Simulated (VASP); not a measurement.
# GaP (F-43m) in VASP: settings compared, part 2 of 2

VASP 6.6.1.

### 3 Band structure, PBE

Contents of POSCAR:

```
GaP
1.0
    0.0000000000      2.7252500000      2.7252500000
    2.7252500000      0.0000000000      2.7252500000
    2.7252500000      2.7252500000      0.0000000000
Ga P
1 1
Direct
    0.0000000000      0.0000000000      0.0000000000
    0.7500000000      0.7500000000      0.7500000000
```

Contents of INCAR.step1:

```
SYSTEM = GaP
ALGO     = Fast           ! electronic algorithm
EDIFF    = 1E-7           ! SCF threshold, eV
ENCUT    = 550            ! plane-wave cutoff, eV
GGA      = PE             ! functional
ISIF     = 2              ! what is computed and relaxed
ISMEAR   = -1             ! smearing method
LASPH    = .True.         ! aspherical terms in the spheres
LCHARG   = .True.         ! write CHGCAR
LREAL    = .False.        ! projectors in reciprocal space
LWAVE    = .False.        ! write WAVECAR
NBANDS   = 16             ! bands
NELM     = 100            ! most SCF steps
PREC     = Accurate       ! precision mode
SIGMA    = 0.05           ! smearing width, eV
```

Contents of KPOINTS.step1:

```
k-points
0
Gamma
  8 8 8
  0 0 0
```

Contents of INCAR.step2:

```
SYSTEM = GaP
ALGO     = Fast           ! electronic algorithm
EDIFF    = 1E-7           ! SCF threshold, eV
ENCUT    = 550            ! plane-wave cutoff, eV
GGA      = PE             ! functional
ICHARG   = 11             ! starting density
ISIF     = 2              ! what is computed and relaxed
ISMEAR   = 0              ! smearing method
LASPH    = .True.         ! aspherical terms in the spheres
LCHARG   = .False.        ! write CHGCAR
LREAL    = .False.        ! projectors in reciprocal space
LWAVE    = .False.        ! write WAVECAR
NBANDS   = 16             ! bands
NELM     = 100            ! most SCF steps
PREC     = Accurate       ! precision mode
SIGMA    = 0.05           ! smearing width, eV
```

Contents of KPOINTS.step2:

```
path GXWKGLUWLK,UX
15
line-mode
reciprocal
 0.0000000000  0.0000000000  0.0000000000  G
 0.5000000000  0.0000000000  0.5000000000  X

 0.5000000000  0.0000000000  0.5000000000  X
 0.5000000000  0.2500000000  0.7500000000  W

 0.5000000000  0.2500000000  0.7500000000  W
 0.3750000000  0.3750000000  0.7500000000  K

 0.3750000000  0.3750000000  0.7500000000  K
 0.0000000000  0.0000000000  0.0000000000  G

 0.0000000000  0.0000000000  0.0000000000  G
 0.5000000000  0.5000000000  0.5000000000  L

 0.5000000000  0.5000000000  0.5000000000  L
 0.6250000000  0.2500000000  0.6250000000  U

 0.6250000000  0.2500000000  0.6250000000  U
 0.5000000000  0.2500000000  0.7500000000  W

 0.5000000000  0.2500000000  0.7500000000  W
 0.5000000000  0.5000000000  0.5000000000  L

 0.5000000000  0.5000000000  0.5000000000  L
 0.3750000000  0.3750000000  0.7500000000  K

 0.6250000000  0.2500000000  0.6250000000  U
 0.5000000000  0.0000000000  0.5000000000  X
```

Potentials or basis: VASP PAW PBE potentials, release 64 (Ga_d_GW, P_GW).

Run with:

```bash
$ cat potpaw_PBE.64/Ga_d_GW/POTCAR potpaw_PBE.64/P_GW/POTCAR > POTCAR
$ cp INCAR.step1 INCAR
$ cp KPOINTS.step1 KPOINTS
$ mpirun -np 1 vasp_std > vasp.out
$ cp INCAR.step2 INCAR
$ cp KPOINTS.step2 KPOINTS
$ mpirun -np 1 vasp_std > vasp.out
```

OUTCAR:

```text
SYSTEM = GaP
   EDIFF = 1E-7
   ENCUT = 550
   GGA = PE
   ICHARG = 11
   ISIF = 2
   ISMEAR = 0
   LASPH = .True.
   LREAL = .False.
   NELM = 100
   PREC = Accurate

 ion  position               nearest neighbor table
   1  0.000  0.000  0.000-   2 2.36   2 2.36   2 2.36   2 2.36
   2  0.750  0.750  0.750-   1 2.36   1 2.36   1 2.36   1 2.36

  LATTYP: Found a face centered cubic cell.
 ALAT       =     5.4505000000

  Lattice vectors:

 A1 = (   0.0000000000,   2.7252500000,   2.7252500000)
 A2 = (   2.7252500000,   0.0000000000,   2.7252500000)
 A3 = (   2.7252500000,   2.7252500000,   0.0000000000)

Analysis of symmetry for initial positions (statically):
=====================================================================
 Subroutine PRICEL returns:
 Original cell was already a primitive cell.

 Routine SETGRP: Setting up the symmetry group for a
 face centered cubic supercell.

 Subroutine GETGRP returns: Found 24 space group operations
 (whereof 24 operations were pure point group operations)
 out of a pool of 48 trial point group operations.

The static configuration has the point symmetry T_d .

Analysis of symmetry for dynamics (positions and initial velocities):
=====================================================================
 Subroutine PRICEL returns:
 Original cell was already a primitive cell.

 Routine SETGRP: Setting up the symmetry group for a
 face centered cubic supercell.

 Subroutine GETGRP returns: Found 24 space group operations
 (whereof 24 operations were pure point group operations)
 out of a pool of 48 trial point group operations.

The dynamic configuration has the point symmetry T_d .

 Subroutine INISYM returns: Found 24 space group operations
 (whereof 24 operations are pure point group operations),
 and found     1 'primitive' translations

[... 99 lines left out ...]
   NELECT =      18.0000    total number of electrons
   NUPDOWN=      -1.0000    fix difference up-down
   EMIN   =  10.00;   EMAX   =-10.00  energy-range for DOS
   EFERMI =   0.00;   METHOD = LEGACY
   ISMEAR =     0;   SIGMA  =   0.05  broadening in eV -4-tet -1-fermi 0-gaus
   EFERMI_NEDOS =   21; number of points for ismear=-14 and -15
   IALGO  =     68    algorithm
   IMIX   =      4    mixing-type and parameters
     AMIX     =   0.40;   BMIX     =  1.00
     AMIX_MAG =   1.60;   BMIX_MAG =  1.00
  volume/ion in A,a.u.               =      20.24       136.59
  Fermi-wavevector in a.u.,A,eV,Ry     =   1.249538  2.361284 21.243377  1.561344
  Thomas-Fermi vector in A             =   2.383574
   LORBIT       =      0    0 simple, 1 ext, 2 COOP (PROOUT), +10 PAW based schemes
   GGA     = PE    functional components
   LHFCALC =     F    Hartree Fock is set to
   AEXX    =    0.0000 exact exchange contribution
   IVDW    =     0    specifies the selected vdW correction
   LEPSILON=     F    determine dielectric tensor
   LRPA    =     F    only Hartree local field effects (RPA)
 non-spin polarized calculation
 RMM-DIIS sequential band-by-band and
 Gauss-broadening in eV      SIGMA  =   0.05
  energy-cutoff  :      550.00
  volume of cell :       40.48
 maximum number of plane-waves:      1243
 NGX is ok and might be reduce to    30

 number of electron      17.9999990 magnetization

 Free energy of the ion-electron system (eV)
  ---------------------------------------------------
  ext. energy  EPLUGINS =         0.00000000
  ---------------------------------------------------
  free energy    TOTEN  =        -9.32048765 eV

  energy without entropy =       -9.32048765  energy(sigma->0) =       -9.32048765

 E-fermi :   4.5730     XC(G=0):  -9.9552

 val. band max:        4.3593451894   @ k =   0.0000   0.0000   0.0000
 cond. band min:       5.9480907728   @ k =   0.4286   0.0000   0.4286
 fundamental gap:      1.5887455834
 Fermi energy:         4.5730035022

 k-point     1 :       0.0000    0.0000    0.0000
  band No.  band energies     occupation
      1     -10.1847      2.00000
      2     -10.1847      2.00000
      3     -10.1847      2.00000
      4     -10.0839      2.00000
      5     -10.0839      2.00000
      6      -8.1338      2.00000
[... 433 lines left out ...]
      3     -10.1231      2.00000
      4     -10.1064      2.00000
      5     -10.0679      2.00000
      6      -5.1153      2.00000
[... 8 lines left out ...]
     15      16.1901      0.00000
     16      17.8397      0.00000

 [... further k-points ...]
[... 5 lines left out ...]
  --------------------------------------------------------------------------------------
  -------------------------------------------------------------------------------------
  Total       -0.4888505     -0.4888505     -0.4888505     -0.0000000      0.0000000     -0.0000000
  in kB      -19.3480679    -19.3480679    -19.3480679     -0.0000000      0.0000000     -0.0000000
  external PRESSURE =     -19.3480679 kB  Pullay stress =       0.0000000 kB

 VOLUME and BASIS-vectors are now :
 -----------------------------------------------------------------------------
  energy-cutoff  :      550.00
  volume of cell :       40.48
      direct lattice vectors                 reciprocal lattice vectors
     0.000000000  2.725250000  2.725250000    -0.183469406  0.183469406  0.183469406
     2.725250000  0.000000000  2.725250000     0.183469406 -0.183469406  0.183469406
     2.725250000  2.725250000  0.000000000     0.183469406  0.183469406 -0.183469406

 POSITION                                       TOTAL-FORCE (eV/Angst)
 -----------------------------------------------------------------------------------
      0.00000      0.00000      0.00000         0.000000     -0.000000     -0.000000
      4.08788      4.08788      4.08788        -0.000000      0.000000      0.000000
 -----------------------------------------------------------------------------------
    total drift:                                0.000002      0.000002      0.000002

  FREE ENERGIE OF THE ION-ELECTRON SYSTEM (eV)
  ---------------------------------------------------
  free  energy   TOTEN  =        -9.3204876515 eV

  energy  without entropy=       -9.3204876515  energy(sigma->0) =       -9.32048765
```

OUTCAR.step1:

```text
SYSTEM = GaP
   EDIFF = 1E-7
   ENCUT = 550
   GGA = PE
   ISIF = 2
   ISMEAR = -1
   LASPH = .True.
[... 679 lines left out ...]
      0.00000      0.00000      0.00000         0.000000      0.000000      0.000000
      4.08788      4.08788      4.08788        -0.000000     -0.000000     -0.000000
 -----------------------------------------------------------------------------------
    total drift:                                0.000002      0.000002      0.000002

  FREE ENERGIE OF THE ION-ELECTRON SYSTEM (eV)
  ---------------------------------------------------
  free  energy   TOTEN  =        -9.0988685292 eV

  energy  without entropy=       -9.0988685262  energy(sigma->0) =       -9.09886853
```

It took 2.5 min on 1 thread of Intel Xeon Platinum 8488C (Sapphire Rapids), shared host; peak memory 0.25 GiB.

Results:

```yaml
Band_gap_on_the_k_mesh: 1.64 eV, indirect (least direct gap 1.82 eV)
Band_gap_along_the_path: 1.59 eV, indirect (least direct gap 1.82 eV)
```

Levels at the corners of the path, in eV from the valence-band top:
```tsv
point	band 7	band 8	band 9	band 10	band 11	band 12
Γ	0.00	0.00	0.00	1.82	3.88	3.88
X	-6.75	-2.68	-2.68	1.65	1.82	10.58
X	-6.75	-2.68	-2.68	1.65	1.82	10.58
W	-6.55	-3.58	-3.42	4.70	4.86	6.10
W	-6.55	-3.58	-3.42	4.70	4.86	6.10
K	-6.55	-3.94	-2.25	2.19	4.80	8.23
K	-6.55	-3.94	-2.25	2.19	4.80	8.23
Γ	0.00	0.00	0.00	1.82	3.88	3.88
Γ	0.00	0.00	0.00	1.82	3.88	3.88
L	-6.63	-1.12	-1.12	1.67	4.71	4.71
L	-6.63	-1.12	-1.12	1.67	4.71	4.71
U	-6.55	-3.94	-2.25	2.19	4.80	8.23
U	-6.55	-3.94	-2.25	2.19	4.80	8.23
W	-6.55	-3.58	-3.42	4.70	4.86	6.10
W	-6.55	-3.58	-3.42	4.70	4.86	6.10
L	-6.63	-1.12	-1.12	1.67	4.71	4.71
L	-6.63	-1.12	-1.12	1.67	4.71	4.71
K	-6.55	-3.94	-2.25	2.19	4.80	8.23
U	-6.55	-3.94	-2.25	2.19	4.80	8.23
X	-6.75	-2.68	-2.68	1.65	1.82	10.58
```

Caveat: the log is that of the step along the path at fixed density, whose energy, stress, charges and moments have no meaning.

### 4 Band structure, PBEsol0

POSCAR is that of step 3.

Contents of INCAR.step1:

```
SYSTEM = GaP
PREC = Accurate ; ENCUT = 520
EDIFF = 1E-5 ; ISMEAR = -1
SIGMA = 0.05 ; LREAL = .FALSE.
LASPH = .TRUE. ; NELM = 60
ALGO = Normal ; ISIF = 2
LWAVE = .TRUE. ; LCHARG = .FALSE.
GGA = PE
```

Contents of INCAR.step2:

```
SYSTEM = GaP
PREC = Accurate ; ENCUT = 520
EDIFF = 1E-7 ; ISMEAR = -1
SIGMA = 0.05 ; LREAL = .FALSE.
LASPH = .TRUE. ; NELM = 60
ALGO = Normal ; ISIF = 2
LWAVE = .FALSE. ; LCHARG = .FALSE.
GGA = PS ; LHFCALC = .TRUE.
AEXX = 0.25 ; PRECFOCK = Normal
HFRCUT = -1 ; ISTART = 1
```

Contents of KPOINTS:

```
regular mesh
0
G
  4 4 4
  0 0 0
```

Contents of KPOINTS_OPT:

```
path GXWKGLUWLK,UX
12
line-mode
reciprocal
 0.0000000000  0.0000000000  0.0000000000  G
 0.5000000000  0.0000000000  0.5000000000  X

 0.5000000000  0.0000000000  0.5000000000  X
 0.5000000000  0.2500000000  0.7500000000  W

 0.5000000000  0.2500000000  0.7500000000  W
 0.3750000000  0.3750000000  0.7500000000  K

 0.3750000000  0.3750000000  0.7500000000  K
 0.0000000000  0.0000000000  0.0000000000  G

 0.0000000000  0.0000000000  0.0000000000  G
 0.5000000000  0.5000000000  0.5000000000  L

 0.5000000000  0.5000000000  0.5000000000  L
 0.6250000000  0.2500000000  0.6250000000  U

 0.6250000000  0.2500000000  0.6250000000  U
 0.5000000000  0.2500000000  0.7500000000  W

 0.5000000000  0.2500000000  0.7500000000  W
 0.5000000000  0.5000000000  0.5000000000  L

 0.5000000000  0.5000000000  0.5000000000  L
 0.3750000000  0.3750000000  0.7500000000  K

 0.6250000000  0.2500000000  0.6250000000  U
 0.5000000000  0.0000000000  0.5000000000  X
```

Potentials or basis: VASP PAW PBE potentials, release 64 (Ga_d, P).

Run with:

```bash
$ cat potpaw_PBE.64/Ga_d/POTCAR potpaw_PBE.64/P/POTCAR > POTCAR
$ cp INCAR.step1 INCAR
$ mpirun -np 1 vasp_std > vasp.out
$ cp INCAR.step2 INCAR
$ mpirun -np 1 vasp_std > vasp.out
```

OUTCAR:

```text
SYSTEM = GaP
   PREC = Accurate
   ENCUT = 520
   EDIFF = 1E-7
   ISMEAR = -1
   LREAL = .FALSE.
   LASPH = .TRUE.
   NELM = 60
   ISIF = 2
   GGA = PS
   LHFCALC = .TRUE.
   AEXX = 0.25
   PRECFOCK = Normal
   ISTART = 1

 ion  position               nearest neighbor table
   1  0.000  0.000  0.000-   2 2.36   2 2.36   2 2.36   2 2.36
   2  0.750  0.750  0.750-   1 2.36   1 2.36   1 2.36   1 2.36

  LATTYP: Found a face centered cubic cell.
 ALAT       =     5.4505000000

  Lattice vectors:

 A1 = (   0.0000000000,   2.7252500000,   2.7252500000)
 A2 = (   2.7252500000,   0.0000000000,   2.7252500000)
 A3 = (   2.7252500000,   2.7252500000,   0.0000000000)

Analysis of symmetry for initial positions (statically):
=====================================================================
 Subroutine PRICEL returns:
 Original cell was already a primitive cell.

 Routine SETGRP: Setting up the symmetry group for a
 face centered cubic supercell.

 Subroutine GETGRP returns: Found 24 space group operations
 (whereof 24 operations were pure point group operations)
 out of a pool of 48 trial point group operations.
[... 166 lines left out ...]
      3     -13.3239      2.00000
      4     -13.2223      2.00000
      5     -13.2223      2.00000
      6     -10.0958      2.00000
      7       3.8048      2.00000
      8       3.8048      2.00000
      9       3.8048      2.00000
     10       7.2662      0.00000
     11       9.2458      0.00000
     12       9.2458      0.00000
     13       9.2458      0.00000
[... 98 lines left out ...]
  band No.  band energies     occupation
      1     -13.3970      2.00000
      2     -13.2889      2.00000
      3     -13.2678      2.00000
      4     -13.2377      2.00000
      5     -13.2149      2.00000
      6      -6.7196      2.00000
      7      -3.3947      2.00000
      8      -0.1593      2.00000
      9       0.0474      2.00000
     10       9.9629      0.00000
     11      10.4858      0.00000
     12      11.4877      0.00000
     13      11.6076      0.00000

------------------------ aborting loop because EDIFF is reached ----------------------------------------

  FORCE on cell =-STRESS in cart. coord.  units (eV):
  Direction    XX          YY          ZZ          XY          YZ          ZX
  --------------------------------------------------------------------------------------
  -------------------------------------------------------------------------------------
  Total       -0.3762717     -0.3762717     -0.3762717      0.0000000      0.0000000     -0.0000000
  in kB      -14.8923444    -14.8923444    -14.8923444      0.0000000      0.0000000     -0.0000000
  external PRESSURE =     -14.8923444 kB  Pullay stress =       0.0000000 kB

 VOLUME and BASIS-vectors are now :
 -----------------------------------------------------------------------------
  energy-cutoff  :      520.00
  volume of cell :       40.48
      direct lattice vectors                 reciprocal lattice vectors
     0.000000000  2.725250000  2.725250000    -0.183469406  0.183469406  0.183469406
     2.725250000  0.000000000  2.725250000     0.183469406 -0.183469406  0.183469406
     2.725250000  2.725250000  0.000000000     0.183469406  0.183469406 -0.183469406

 POSITION                                       TOTAL-FORCE (eV/Angst)
 -----------------------------------------------------------------------------------
      0.00000      0.00000      0.00000        -0.000000     -0.000000     -0.000000
      4.08788      4.08788      4.08788         0.000000      0.000000      0.000000
 -----------------------------------------------------------------------------------
    total drift:                               -0.000015     -0.000017     -0.000010

  FREE ENERGIE OF THE ION-ELECTRON SYSTEM (eV)
  ---------------------------------------------------
  free  energy   TOTEN  =       -12.1111571849 eV

  energy  without entropy=      -12.1111571848  energy(sigma->0) =      -12.11115718
```

Run time: 34 min. Hardware: 1 thread of Intel Xeon Platinum 8488C (Sapphire Rapids), shared host; peak memory 0.21 GiB.

What came out:

```
Free energy             : -12.1112 eV
Pressure                : -1.5 GPa
Band gap on the k mesh  : 2.90 eV, indirect (least direct gap 3.46 eV)
Band gap along the path : 2.87 eV, indirect (least direct gap 3.46 eV)
```

Levels at the corners of the path, in eV from the valence-band top:
```csv
point,band 7,band 8,band 9,band 10,band 11,band 12
Γ,0.00,0.00,0.00,3.46,5.44,5.44
X,-7.46,-2.99,-2.99,2.90,3.20,12.78
X,-7.46,-2.99,-2.99,2.90,3.20,12.78
W,-7.20,-3.96,-3.76,6.16,6.68,7.68
W,-7.20,-3.96,-3.76,6.16,6.68,7.68
K,-7.20,-4.38,-2.51,3.54,6.41,10.13
K,-7.20,-4.38,-2.51,3.54,6.41,10.13
Γ,0.00,0.00,0.00,3.46,5.44,5.44
Γ,0.00,0.00,0.00,3.46,5.44,5.44
L,-7.36,-1.24,-1.24,3.15,6.29,6.29
L,-7.36,-1.24,-1.24,3.15,6.29,6.29
U,-7.20,-4.38,-2.51,3.54,6.41,10.13
U,-7.20,-4.38,-2.51,3.54,6.41,10.13
W,-7.20,-3.96,-3.76,6.16,6.68,7.68
W,-7.20,-3.96,-3.76,6.16,6.68,7.68
L,-7.36,-1.24,-1.24,3.15,6.29,6.29
L,-7.36,-1.24,-1.24,3.15,6.29,6.29
K,-7.20,-4.38,-2.51,3.54,6.41,10.13
U,-7.20,-4.38,-2.51,3.54,6.41,10.13
X,-7.46,-2.99,-2.99,2.90,3.20,12.78
```

Caveat: the k mesh is coarse (spacing up to 0.50 Å⁻¹), so the values aren't converged, least of all with exact exchange; the PAW data sets were made with another functional, which shifts forces and pressure a little.

### 5 The runs side by side

| level | potentials or basis | k mesh | cutoff (eV) | further INCAR settings | grid for exact exchange (PRECFOCK) | exchange at q = 0 | mesh quality | gap on the mesh (eV) | pressure (GPa) |
| --- | --- | --- | --- | --- | --- | --- | --- | --- | --- |
| PBE | VASP PAW PBE potentials, release 64 (Ga_d_GW, P_GW) | 8 × 8 × 8 | 600 | ALGO = Fast; EDIFF = 1e-07 | - | - | not flagged | 1.64 | 2.2 |
| PBE | VASP PAW PBE potentials, release 64 (Ga_d_GW, P_GW) | 8 × 8 × 8 | 550 | ALGO = Fast; EDIFF = 1e-07; NBANDS = 16 | - | - | not flagged | 1.64 | - |
| PBEsol0 | VASP PAW PBE potentials, release 64 (Ga_d, P) | 4 × 4 × 4 | 520 | ALGO = Normal; EDIFF = 1e-07 | Normal | truncated | coarse | 2.90 | -1.5 |

Alike in all rows: task band structure; no spin polarisation; cell as given; smearing fermi-dirac 0.05 eV.

Caveats: some runs use coarse meshes; the PAW data sets were made with another functional, which shifts forces and pressure a little (some runs).

Total energies depend on the potentials used, so only differences within one code and one set of settings carry meaning.

### 6 Comparison with measurements

Step 2. Measured gap of GaP: 2.34 eV (indirect; 10 K; quoted in “Stacking defects in GaP nanowires: Electronic structure and optical properties”, 2018, arxiv:1810.01194). This calculation gives 1.60 eV (-0.74 eV). Spin-orbit coupling on Ga is left out. The value is that of PBE, without temperature or zero-point motion. Semilocal functionals fall short of measured gaps as a rule.

Step 3. Measured gap of GaP: 2.34 eV (indirect; 10 K; quoted in “Stacking defects in GaP nanowires: Electronic structure and optical properties”, 2018, arxiv:1810.01194). This calculation gives 1.59 eV (-0.75 eV). Spin-orbit coupling on Ga is left out. The value is that of PBE, without temperature or zero-point motion. Semilocal functionals fall short of measured gaps as a rule.
